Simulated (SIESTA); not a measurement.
## ZrC under changes of volume

One of the cells (13.228 Å³/atom); the others are scaled copies at fixed shape and fractional positions:

```
Zr C
1.0
     0.00000    2.36500    2.36500
     2.36500    0.00000    2.36500
     2.36500    2.36500    0.00000
Zr C
1 1
Cartesian
  2.3650 2.3650 2.3650
  0.0000 0.0000 0.0000
```

```yaml
Program: SIESTA 5.4.2
Functional: LDA
Potentials_or_basis: PseudoDojo 0.4 standard (LDA files)
Basis: DZP (energy shift 0.003 Ry; two zetas on semicore shells)
Grid_cutoff: 800 Ry
Energy_shift: 0.003 Ry
k_mesh: 10 × 10 × 10
Occupations: fermi-dirac, width 0.05 eV
Spin: no spin polarisation
```

```tsv
volume (Å³/atom)	energy over the lowest point (meV/atom)	pressure (GPa)
12.434	2.31	4.1
12.699	0.00	-1.2
12.963	6.10	-6.0
13.228	19.66	-10.3
13.493	39.88	-14.1
13.757	?	?
14.022	97.93	-20.7
```

**Question.** What does the run at 13.757 Å³/atom give?

**Answer.** Energy over the lowest point 66.16 meV/atom; pressure -17.6 GPa.

Worked out: A Birch-Murnaghan fit of order 3 (a polynomial in V^(-2/3)) to the other rows has its minimum at 12.63 Å³/atom with B0 = V·E''(V) = 246 GPa and B' = 4.1. It gives 66.15 meV/atom at 13.757 Å³/atom, against the run's 66.16, and -dE/dV = -17.6 GPa, against -17.6.

Energies are extrapolated to zero smearing.

Caveats: the basis of atomic orbitals isn't converged, which shifts pressures, moduli and gaps.
